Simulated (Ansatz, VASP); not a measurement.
# Sb in VASP and in Ansatz

The input INCAR:

```
SYSTEM = Sb
PREC = Accurate
ENCUT = 520
EDIFF = 1E-8
ISMEAR = -1
SIGMA = 0.05
LREAL = .FALSE.
LASPH = .TRUE.
NELM = 100
ALGO = Normal
ISIF = 2
LWAVE = .FALSE.
LCHARG = .FALSE.
GGA = PE
LEFG = .TRUE.
NBANDS = 8
```

KPOINTS

```
regular mesh
0
G
  12 12 12
  0 0 0
```

Contents of POSCAR:

```
Sb
1.0
    0.0230500000      2.3165250000      2.3165250000
    2.3165250000      0.0230500000      2.3165250000
    2.3165250000      2.3165250000      0.0230500000
Sb
1
Direct
    0.0000000000      0.0000000000      0.0000000000
```

Input for Ansatz:

```yaml
crystal:
  lattice:
    - [0.02305, 2.316525, 2.316525]
    - [2.316525, 0.02305, 2.316525]
    - [2.316525, 2.316525, 0.02305]
  atoms:
    - { symbol: Sb, position: [0.0, 0.0, 0.0] }
kpoints:
  mp_grid: { grid: [12, 12, 12] }
scf:
  occupations: { method: fermi_dirac, width: 0.05 }
hamiltonian:
  xc: pbe
  pseudopotentials: { kind: paw }
output:
  forces: true
  stress: true
  eigenvalues: true
  efg: { contact_densities: true }
```

Change from the starting cell: equal xy, yz and zx shear strains of +1 %, PAW files.

Alike in both runs: task electric field gradients; functional PBE; k mesh 12 × 12 × 12; occupations fermi-dirac, width 0.05 eV; no spin polarisation.

```csv
,VASP,Ansatz
version,VASP 6.6.1,Ansatz 0.2.0
potentials or method,"VASP PAW PBE potentials, release 64 (Sb)","PAW with Ansatz's default frozen-core files, scalar-relativistic"
plane-wave cutoff (eV),520,420
valence electrons in the cell,5,15
```

|  | VASP | Ansatz | Ansatz less VASP |
| --- | --- | --- | --- |
| pressure (GPa) | 8.7 | 8.8 | +0.13 |
| largest component of the traceless stress (GPa) | 0.09 | 0.07 | -0.013 |
| Vzz of the field gradient on the site that differs most (V/Å²) | -3.7 | -4.6 | -0.84 |

The two sets of potentials don't hold the same shells in valence. Ansatz warned: «gradients_without_spin_orbit».

Spin-orbit coupling is left out, which matters for the levels of Sb.
